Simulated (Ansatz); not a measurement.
Nb: the change of pressure and energy less free atoms with volume scale

All results are calculated (Ansatz 0.2.0). Periodic Kohn-Sham DFT of a crystal at fixed atoms, scaled to volume_scale times the given cell; pressure positive in compression, energy less spherical unpolarised free atoms, largest_vzz the field gradient of largest size among the nuclei.

The cell before it is scaled or strained (space group Fd-3m, No. 227):
```
Nb
1.0
      0.0000     2.9563     2.9563
      2.9563     0.0000     2.9563
      2.9563     2.9563     0.0000
Nb
2
Direct
  0.00000 0.00000 0.00000
  0.25000 0.25000 0.25000
```

Settings of every row: method all-electron LAPW; functional PBE; relativity scalar; k mesh 11x11x11; filling fermi-dirac; smearing width 0.08 eV; basis error target 0.5 meV/atom; nucleus gaussian.

Atom start moment: 0 on all atoms.

Limits: some atoms lie unusually close (a squeezed, shaken or made-up cell).

| row | volume scale | V (Å³/atom) | pressure (GPa) | energy less free atoms (eV/atom) |
| --- | --- | --- | --- | --- |
| 1 | 0.9405 | 24.3 | 4.545 | -7.6341 |
| 2 | 0.97 | 25.062 | ? | ? |
| 3 | 1 | 25.838 | -0.017 | -7.6547 |
| 4 | 1.03 | 26.612 | -1.852 | -7.6501 |
| 5 | 1.06 | 27.387 | -3.431 | -7.6372 |

Question: what pressure and energy less free atoms should row 2 give?

Worked fit of pressure. Take u = (V_r/V)^(2/3) − 1 with V_r = 26.225 Å³ an atom, which is twice the finite (Eulerian) strain; such expansions in the strain, on which the Birch-Murnaghan equation of state is built, carry the rest volume and the bulk modulus. The shown rows have u = 0.05214, 0.00996, -0.00972, -0.02849. Least squares give pressure = −0.969 + 93.242 × u + 239.94 × u² GPa; a straight line predicts inner rows, each left out in turn, worse (root mean square 0.24 against 0.0014 GPa). The rows lie off it by 0.000, 0.000, 0.001, 0.000. The pressure vanishes at u = 0.0101, or V = 25.83 Å³ an atom, and there the bulk modulus at fixed shape and fractions is B = −V dP/dV = (2/3)(1 + u) dP/du = 66.1 GPa. The withheld row has u = 0.0307, so the fit gives −0.969 + 93.242 × (0.0307) + 239.94 × (0.0307)² = 2.120 GPa.

The calculation gave 2.107 GPa. The fit lies 0.013 GPa (0.16 % of the column's range) above it; its largest miss of a shown row is 0.001 GPa.

Worked fit of energy less free atoms. Take u = (V_r/V)^(2/3) − 1 with V_r = 26.225 Å³ an atom, which is twice the finite (Eulerian) strain; such expansions in the strain, on which the Birch-Murnaghan equation of state is built, carry the rest volume and the bulk modulus. The shown rows have u = 0.05214, 0.00996, -0.00972, -0.02849. Least squares give energy less free atoms = −7.6535 − 0.2383 × u + 11.709 × u² eV/atom; a straight line predicts inner rows, each left out in turn, worse (root mean square 0.012 against 4.2e-05 eV/atom). All shown rows lie on it to the printed digit. Its lowest point lies at u = 0.0102, or V = 25.83 Å³ an atom, and the curvature there gives the bulk modulus at fixed shape and fractions, B = (4/9)(1 + u)² E″(u)/V = 65.9 GPa. The withheld row has u = 0.0307, so the fit gives −7.6535 − 0.2383 × (0.0307) + 11.709 × (0.0307)² = -7.6498 eV/atom.

The calculation gave -7.6498 eV/atom. The fit meets it to the printed digit.
